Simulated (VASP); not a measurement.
# ZnS: band structure with HSEsol

**Experimental background.**

“Electronic, vibrational, and thermodynamic properties of ZnS (zincblende and rocksalt structure)”, 2009, arxiv:0911.5022 quotes, for a bulk crystal of ZnS at 19 K: band gap 3.85 eV (direct).

The system is ZnS.

```
Zn S
1.0
     0.00000    2.70200    2.70200
     2.70200    0.00000    2.70200
     2.70200    2.70200    0.00000
Zn S
1 1
Direct
  0.75000 0.75000 0.75000
  0.00000 0.00000 0.00000
```

```json
{
 "Program": "VASP 6.6.1",
 "Task": "band structure",
 "Functional": "HSEsol",
 "Potentials or basis": "VASP PAW PBE potentials, release 64 (Zn, S)",
 "Cutoff": "520 eV",
 "k mesh": "5 × 5 × 5",
 "Occupations": "fermi-dirac, width 0.05 eV",
 "Spin": "no spin polarisation",
 "Grid for exact exchange (PRECFOCK)": "Normal",
 "Further INCAR settings": "ALGO = Normal; EDIFF = 1e-06"
}
```

```yaml
Pressure: -1.7 GPa
Band_gap_on_the_k_mesh: 3.20 eV, direct
Band_gap_along_the_path: 3.20 eV, direct
```

Levels at the corners of the path, in eV from the valence-band top:
| point | band 6 | band 7 | band 8 | band 9 | band 10 | band 11 | band 12 | band 13 |
| --- | --- | --- | --- | --- | --- | --- | --- | --- |
| Γ | -7.45 | 0.00 | 0.00 | 0.00 | 3.20 | 7.62 | 7.62 | 7.62 |
| X | -7.17 | -5.05 | -2.38 | -2.38 | 4.25 | 5.17 | 12.44 | 13.62 |
| X | -7.17 | -5.05 | -2.38 | -2.38 | 4.25 | 5.17 | 12.44 | 13.62 |
| W | -7.00 | -4.89 | -3.02 | -2.91 | 6.69 | 7.50 | 9.14 | 9.32 |
| W | -7.00 | -4.89 | -3.02 | -2.91 | 6.69 | 7.50 | 9.14 | 9.32 |
| K | -7.05 | -4.95 | -3.39 | -1.94 | 5.11 | 7.22 | 10.67 | 11.23 |
| K | -7.05 | -4.95 | -3.39 | -1.94 | 5.11 | 7.22 | 10.67 | 11.23 |
| Γ | -7.45 | 0.00 | 0.00 | 0.00 | 3.20 | 7.62 | 7.62 | 7.62 |
| Γ | -7.45 | 0.00 | 0.00 | 0.00 | 3.20 | 7.62 | 7.62 | 7.62 |
| L | -7.21 | -5.67 | -0.92 | -0.92 | 4.44 | 8.12 | 8.12 | 10.08 |
| L | -7.21 | -5.67 | -0.92 | -0.92 | 4.44 | 8.12 | 8.12 | 10.08 |
| U | -7.05 | -4.95 | -3.39 | -1.94 | 5.11 | 7.22 | 10.67 | 11.23 |
| U | -7.05 | -4.95 | -3.39 | -1.94 | 5.11 | 7.22 | 10.67 | 11.23 |
| W | -7.00 | -4.89 | -3.02 | -2.91 | 6.69 | 7.50 | 9.14 | 9.32 |
| W | -7.00 | -4.89 | -3.02 | -2.91 | 6.69 | 7.50 | 9.14 | 9.32 |
| L | -7.21 | -5.67 | -0.92 | -0.92 | 4.44 | 8.12 | 8.12 | 10.08 |
| L | -7.21 | -5.67 | -0.92 | -0.92 | 4.44 | 8.12 | 8.12 | 10.08 |
| K | -7.05 | -4.95 | -3.39 | -1.94 | 5.11 | 7.22 | 10.67 | 11.23 |
| U | -7.05 | -4.95 | -3.39 | -1.94 | 5.11 | 7.22 | 10.67 | 11.23 |
| X | -7.17 | -5.05 | -2.38 | -2.38 | 4.25 | 5.17 | 12.44 | 13.62 |

Run time: 55 min on 1 thread of Intel(R) Xeon(R) Platinum 8559C (Emerald Rapids) (shared host), peak memory 0.25 GiB.

Against the measured gap of ZnS, 3.85 eV (direct; 19 K; quoted in “Electronic, vibrational, and thermodynamic properties of ZnS (zincblende and rocksalt structure)”, 2009, arxiv:0911.5022), the calculated 3.20 eV is off by -0.65 eV. The value is that of HSEsol, without temperature or zero-point motion.

Caveat: the PAW data sets were made with another functional, which shifts forces and pressure a little.
